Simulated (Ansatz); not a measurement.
GaAs, 2 atoms in the cell. Symmetry: P-6m2, No. 187, hexagonal system. Conventional cell: a = 3.606 Å, b = 3.606 Å, c = 3.573 Å, α = 90.00°, β = 90.00°, γ = 120.00°. Ga (site symmetry -6m2) is surrounded by 6 As at 2.74 Å. As (site symmetry -6m2) has 6 Ga at 2.74 Å as nearest neighbours. The cell was built by a generator and needn't be a form met in nature.

| Property | Result |
| --- | --- |
| Program | Ansatz 0.2.0 |
| Task | band structure |
| Functional | r2SCAN |
| Potentials or basis | Ansatz PAW |
| Cutoff | 500 eV (not typed: the program's choice for these potentials) |
| k mesh | 7 × 7 × 6 |
| Occupations | fermi-dirac, width 0.05 eV |
| Spin | spin-orbit coupling, no magnetisation |
| Path | [["G", "M", "K", "G", "A", "L", "H", "A"], ["L", "M"], ["K", "H"]] |
| Points for each segment of the path | 14 |

Potentials or basis: Ansatz PAW.

The run is started by

```sh
$ ansatz run input.yaml --threads 2 --pin off --max-ram 5632MiB --backend cpu --events-out ev --progress --plain --runs-dir out
```

Hardware: 2 threads of Intel(R) Xeon(R) Processor @ 2.50GHz (Skylake/Cascade Lake) (shared host).

Problem. Estimate the wall time of this run.

Solution. It took 60 s on 2 threads of Intel(R) Xeon(R) Processor @ 2.50GHz (Skylake/Cascade Lake) (shared host), peak memory 0.63 GiB. Counts: scf iterations 8, plane waves 1057, k points 32, bands 34.
